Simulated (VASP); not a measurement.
# Cu (Fm-3m) in VASP: density of states with LDA

Aim: the density of states of Cu with LDA.

Everything below comes from runs of VASP 6.6.1. Logs are shortened: lines on timing, memory, paths and dates and some standing lists are left out, and cuts for length are marked.

## Step 1: The crystal as given

Symmetry: Fm-3m, No. 225, cubic system. Conventional cell: a = 3.524 Å, b = 3.524 Å, c = 3.524 Å, α = 90.00°, β = 90.00°, γ = 90.00°. Cu (site symmetry m-3m) is surrounded by 12 Cu at 2.49 Å.

## Step 2: Density of states, LDA

The input, POSCAR:

```
Cu                                      
1.0
    0.0000000000      1.7619911476      1.7619911476
    1.7619911476     -0.0000000000      1.7619911476
    1.7619911476      1.7619911476      0.0000000000
  Cu            
     1
Direct
     0.0000000000000000    0.0000000000000000    0.0000000000000000
```

The input, INCAR.step1:

```
SYSTEM = Cu
ALGO = Fast
EDIFF = 1E-7
ENCUT = 350
GGA = CA
ISIF = 2
ISMEAR = 0
LASPH = .TRUE.
LCHARG = .TRUE.
LMAXMIX = 4
LREAL = .FALSE.
LWAVE = .FALSE.
NBANDS = 12
NELM = 80
PREC = Accurate
SIGMA = 0.1
```

The input, KPOINTS.step1:

```
k-points
0
G
  10 10 10
  0 0 0
```

The input, INCAR.step2:

```
SYSTEM = Cu
ALGO = Fast
EDIFF = 1E-7
ENCUT = 350
GGA = CA
ICHARG = 11
ISIF = 2
ISMEAR = -5
LASPH = .TRUE.
LCHARG = .FALSE.
LMAXMIX = 4
LORBIT = 10
LREAL = .FALSE.
LWAVE = .FALSE.
NBANDS = 12
NEDOS = 2001
NELM = 80
PREC = Accurate
SIGMA = 0.1
```

The input, KPOINTS.step2:

```
k-points
0
G
  15 15 15
  0 0 0
```

Potentials or basis: VASP PAW LDA potentials, release 64 (Cu).

On the command line:

```
$ cat potpaw_LDA.64/Cu/POTCAR > POTCAR
$ cp INCAR.step1 INCAR
$ cp KPOINTS.step1 KPOINTS
$ mpirun -np 1 vasp_std > vasp.out
$ cp INCAR.step2 INCAR
$ cp KPOINTS.step2 KPOINTS
$ mpirun -np 1 vasp_std > vasp.out
```

OUTCAR:

```text
SYSTEM = Cu
   EDIFF = 1E-7
   ENCUT = 350
   GGA = CA
   ICHARG = 11
   ISIF = 2
   ISMEAR = -5
   LASPH = .TRUE.
   LORBIT = 10
   LREAL = .FALSE.
   NELM = 80
   PREC = Accurate

 ion  position               nearest neighbor table
   1  0.000  0.000  0.000-

  LATTYP: Found a face centered cubic cell.
 ALAT       =     3.5239822952

  Lattice vectors:

 A1 = (   0.0000000000,   1.7619911476,   1.7619911476)
 A2 = (   1.7619911476,   0.0000000000,   1.7619911476)
 A3 = (   1.7619911476,   1.7619911476,   0.0000000000)

Analysis of symmetry for initial positions (statically):
=====================================================================
 Subroutine PRICEL returns:
 Original cell was already a primitive cell.

 Routine SETGRP: Setting up the symmetry group for a
 face centered cubic supercell.

 Subroutine GETGRP returns: Found 48 space group operations
 (whereof 48 operations were pure point group operations)
 out of a pool of 48 trial point group operations.

The static configuration has the point symmetry O_h .

Analysis of symmetry for dynamics (positions and initial velocities):
=====================================================================
 Subroutine PRICEL returns:
 Original cell was already a primitive cell.

 Routine SETGRP: Setting up the symmetry group for a
 face centered cubic supercell.

 Subroutine GETGRP returns: Found 48 space group operations
 (whereof 48 operations were pure point group operations)
 out of a pool of 48 trial point group operations.

The dynamic configuration has the point symmetry O_h .

 Subroutine INISYM returns: Found 48 space group operations
 (whereof 48 operations are pure point group operations),
 and found     1 'primitive' translations

----------------------------------------------------------------------------------------

                                     Primitive cell

  volume of cell :      10.9406

  direct lattice vectors                    reciprocal lattice vectors
     0.000000000  1.761991148  1.761991148    -0.283769871  0.283769871  0.283769871
     1.761991148  0.000000000  1.761991148     0.283769871 -0.283769871  0.283769871
     1.761991148  1.761991148  0.000000000     0.283769871  0.283769871 -0.283769871

  length of vectors
     2.491831778  2.491831778  2.491831778     0.491503834  0.491503834  0.491503834

  position of ions in fractional coordinates (direct lattice)
     0.000000000  0.000000000  0.000000000

  ion indices of the primitive-cell ions
   primitive index   ion index
                 1           1

----------------------------------------------------------------------------------------

 KPOINTS: k-points

Automatic generation of k-mesh.
 Grid dimensions read from file:
 generate k-points for:   15   15   15

 Generating k-lattice:

  Cartesian coordinates                     Fractional coordinates (reciprocal lattice)
    -0.018917991  0.018917991  0.018917991     0.066666667  0.000000000  0.000000000
     0.018917991 -0.018917991  0.018917991     0.000000000  0.066666667  0.000000000
     0.018917991  0.018917991 -0.018917991     0.000000000  0.000000000  0.066666667

  Length of vectors
     0.032766922  0.032766922  0.032766922

  Shift w.r.t. Gamma in fractional coordinates (k-lattice)
     0.000000000  0.000000000  0.000000000

 TETIRR: Found    484 inequivalent tetrahedra from    20250

 Subroutine IBZKPT returns following result:
 ===========================================

 Found    120 irreducible k-points:

 Following reciprocal coordinates:
            Coordinates               Weight
  0.000000  0.000000  0.000000      1.000000
  0.066667  0.000000  0.000000      8.000000
  0.133333  0.000000  0.000000      8.000000
  0.200000  0.000000  0.000000      8.000000
  0.266667  0.000000  0.000000      8.000000
  0.333333  0.000000  0.000000      8.000000
[... 16 lines left out ...]
  0.133333  0.133333  0.000000      6.000000
  0.200000  0.133333  0.000000     24.000000
 [... further k-points ...]
   k-points           NKPTS =    120   k-points in BZ     NKDIM =    120   number of bands    NBANDS=     12
   number of dos      NEDOS =   2001   number of ions     NIONS =      1
   total plane-waves  NPLWV =   4096
   dimension x,y,z NGX =    16 NGY =   16 NGZ =   16
   dimension x,y,z NGXF=    32 NGYF=   32 NGZF=   32
   ions per type =               1
   NGX,Y,Z   is equivalent  to a cutoff of  10.67, 10.67, 10.67 a.u.
   NGXF,Y,Z  is equivalent  to a cutoff of  21.35, 21.35, 21.35 a.u.
 SYSTEM =  Cu
   PREC   = accura    normal or accurate (medium, high low for compatibility)
   ISTART =      0    job   : 0-new  1-cont  2-samecut
   ICHARG =     11    charge: 1-file 2-atom 10-const
   ISPIN  =      1    spin polarized calculation?
   LNONCOLLINEAR =      F non collinear calculations
   LSORBIT =      F    spin-orbit coupling
   LASPH  =      T    aspherical Exc in radial PAW
   ENCUT  =  350.0 eV  25.72 Ry    5.07 a.u.   3.80  3.80  3.80*2*pi/ulx,y,z
   NELM   =     80;   NELMIN=  2; NELMDL=  0     # of ELM steps
   EDIFF  = 0.1E-06   stopping-criterion for ELM
   LREAL  =      F    real-space projection
   EDIFFG = 0.1E-05   stopping-criterion for IOM
   NSW    =      0    number of steps for IOM
   IBRION =     -1    ionic relax: 0-MD 1-quasi-New 2-CG
   NFREE  =      0    steps in history (QN), initial steepest desc. (CG)
   ISIF   =      2    stress and relaxation
   ISYM   =      2    0-nonsym 1-usesym 2-fastsym
   POTIM  = 0.5000    time-step for ionic-motion
   TEBEG  =    0.0;   TEEND  =   0.0 temperature during run
   PSTRESS=    0.0 pullay stress
   NELECT =      11.0000    total number of electrons
   NUPDOWN=      -1.0000    fix difference up-down
   EMIN   =  10.00;   EMAX   =-10.00  energy-range for DOS
   EFERMI =   0.00;   METHOD = LEGACY
   ISMEAR =    -5;   SIGMA  =   0.10  broadening in eV -4-tet -1-fermi 0-gaus
   EFERMI_NEDOS =   21; number of points for ismear=-14 and -15
   IALGO  =     68    algorithm
   IMIX   =      4    mixing-type and parameters
     AMIX     =   0.40;   BMIX     =  1.00
     AMIX_MAG =   1.60;   BMIX_MAG =  1.00
  volume/ion in A,a.u.               =      10.94        73.83
  Fermi-wavevector in a.u.,A,eV,Ry     =   1.640056  3.099256 36.596728  2.689784
  Thomas-Fermi vector in A             =   2.730758
   LORBIT       =     10    0 simple, 1 ext, 2 COOP (PROOUT), +10 PAW based schemes
   GGA     = CA    functional components
   LHFCALC =     F    Hartree Fock is set to
   AEXX    =    0.0000 exact exchange contribution
   IVDW    =     0    specifies the selected vdW correction
   LEPSILON=     F    determine dielectric tensor
   LRPA    =     F    only Hartree local field effects (RPA)
 non-spin polarized calculation
 RMM-DIIS sequential band-by-band and
 Fermi weights with tetrahedron method with Bloechl corrections
  energy-cutoff  :      350.00
  volume of cell :       10.94
 maximum number of plane-waves:       172

 number of electron      10.9999989 magnetization

 Free energy of the ion-electron system (eV)
  ---------------------------------------------------
  ext. energy  EPLUGINS =         0.00000000
  ---------------------------------------------------
  free energy    TOTEN  =        -4.71525569 eV

  energy without entropy =       -4.71525569  energy(sigma->0) =       -4.71525569

 E-fermi :   8.3969     XC(G=0): -13.5581

 val. band max:        8.3268094740   @ k =   0.4667   0.2000   0.0000
 cond. band min:       8.3001200934   @ k =   0.4667   0.4000   0.0667
 fundamental gap:     -0.0266893806
 Fermi energy:         8.3968730955

 k-point     1 :       0.0000    0.0000    0.0000
  band No.  band energies     occupation
      1      -1.6119      2.00000
      2       5.0155      2.00000
      3       5.0155      2.00000
      4       5.0155      2.00000
      5       5.9585      2.00000
      6       5.9585      2.00000
      7      31.6204      0.00000
      8      34.6991      0.00000
      9      34.6991      0.00000
     10      34.6992      0.00000
     11      37.3101      0.00000
     12      37.3101      0.00000

 k-point     2 :       0.0667    0.0000    0.0000
  band No.  band energies     occupation
      1      -1.4410      2.00000
      2       4.9766      2.00000
      3       5.0498      2.00000
      4       5.0498      2.00000
      5       5.9448      2.00000
      6       5.9448      2.00000
      7      30.7116      0.00000
      8      32.9666      0.00000
      9      34.2071      0.00000
     10      34.2071      0.00000
     11      38.0279      0.00000
     12      38.0291      0.00000

 k-point     3 :       0.1333    0.0000    0.0000
  band No.  band energies     occupation
      1      -0.9373      2.00000
      2       4.8761      2.00000
      3       5.1320      2.00000
      4       5.1320      2.00000
      5       5.9233      2.00000
      6       5.9233      2.00000
      7      27.5425      0.00000
      8      32.3602      0.00000
      9      33.3915      0.00000
     10      33.3915      0.00000
     11      39.2096      0.00000
     12      39.3348      0.00000
[... 286 lines left out ...]
 k-point    23 :       0.1333    0.1333    0.0000
  band No.  band energies     occupation
      1      -0.7155      2.00000
      2       4.7411      2.00000
      3       5.2420      2.00000
      4       5.2420      2.00000
      5       5.7172      2.00000
      6       6.0594      2.00000
      7      29.8241      0.00000
      8      30.2925      0.00000
      9      30.2925      0.00000
     10      32.0713      0.00000
     11      37.4459      0.00000
     12      41.0400      0.00000

 k-point    24 :       0.2000    0.1333    0.0000
  band No.  band energies     occupation
      1      -0.1265      2.00000
      2       4.6059      2.00000
      3       5.3214      2.00000
      4       5.3518      2.00000
      5       5.6715      2.00000
      6       6.1156      2.00000
      7      26.7799      0.00000
      8      29.1746      0.00000
      9      30.1387      0.00000
     10      32.3630      0.00000
     11      35.6562      0.00000
     12      41.1198      0.00000

 [... further k-points ...]

------------------------ aborting loop because EDIFF is reached ----------------------------------------

  FORCE on cell =-STRESS in cart. coord.  units (eV):
  Direction    XX          YY          ZZ          XY          YZ          ZX
  --------------------------------------------------------------------------------------
  -------------------------------------------------------------------------------------
  Total        0.1754480      0.1754480      0.1754480      0.0000000     -0.0000000      0.0000000
  in kB       25.6931784     25.6931784     25.6931784      0.0000000     -0.0000000      0.0000000
  external PRESSURE =      25.6931784 kB  Pullay stress =       0.0000000 kB

 VOLUME and BASIS-vectors are now :
 -----------------------------------------------------------------------------
  energy-cutoff  :      350.00
  volume of cell :       10.94
      direct lattice vectors                 reciprocal lattice vectors
     0.000000000  1.761991148  1.761991148    -0.283769871  0.283769871  0.283769871
     1.761991148  0.000000000  1.761991148     0.283769871 -0.283769871  0.283769871
     1.761991148  1.761991148  0.000000000     0.283769871  0.283769871 -0.283769871

 POSITION                                       TOTAL-FORCE (eV/Angst)
 -----------------------------------------------------------------------------------
      0.00000      0.00000      0.00000         0.000000      0.000000      0.000000
 -----------------------------------------------------------------------------------
    total drift:                                0.000000      0.000000     -0.000000

  FREE ENERGIE OF THE ION-ELECTRON SYSTEM (eV)
  ---------------------------------------------------
  free  energy   TOTEN  =        -4.7152556877 eV

  energy  without entropy=       -4.7152556877  energy(sigma->0) =       -4.71525569

 total charge

# of ion       s       p       d       tot
------------------------------------------
    1        0.478   0.441   9.183  10.103
```

Wall time 6.1 s (1 thread of Intel Xeon Platinum 8488C (Sapphire Rapids), shared host); peak memory 0.11 GiB.

Results:

| Property | Result |
| --- | --- |
| Valence electrons inside the program's atomic spheres | Cu 10.10 |

States per cell in windows of 0.5 eV (zero at the Fermi level; states under -8 eV left out):
```
from (eV)  total  Cu1_d  Cu1_p  Cu1_s
     -8.0   0.06   0.00   0.01   0.03
     -7.5   0.08   0.01   0.01   0.03
     -7.0   0.10   0.01   0.01   0.04
     -6.5   0.13   0.03   0.02   0.04
     -6.0   0.25   0.11   0.02   0.06
     -5.5   0.55   0.35   0.03   0.07
     -5.0   0.93   0.74   0.04   0.04
     -4.5   0.92   0.78   0.04   0.00
     -4.0   1.30   1.13   0.06   0.01
     -3.5   1.71   1.54   0.06   0.01
     -3.0   1.39   1.29   0.03   0.01
     -2.5   1.49   1.43   0.02   0.01
     -2.0   1.50   1.47   0.01   0.01
     -1.5   0.18   0.13   0.02   0.01
     -1.0   0.16   0.10   0.03   0.01
     -0.5   0.15   0.08   0.03   0.01
      0.0   0.14   0.07   0.03   0.01
      0.5   0.13   0.05   0.04   0.01
      1.0   0.13   0.05   0.04   0.01
      1.5   0.13   0.04   0.04   0.01
      2.0   0.11   0.03   0.04   0.01
      2.5   0.10   0.03   0.04   0.01
      3.0   0.10   0.03   0.04   0.01
      3.5   0.07   0.02   0.03   0.00
      4.0   0.09   0.03   0.03   0.02
      4.5   0.12   0.04   0.02   0.03
      5.0   0.12   0.03   0.03   0.03
      5.5   0.15   0.04   0.04   0.03
      6.0   0.14   0.04   0.04   0.03
      6.5   0.12   0.03   0.04   0.02
      7.0   0.11   0.03   0.04   0.02
      7.5   0.13   0.03   0.04   0.02
```

Caveat: the cutoff is under 1.25 times the usual one of these potentials, so pressure, stress and relaxed cells hold a basis-set (Pulay) error; tetrahedron occupations give inexact forces and stress in metals.
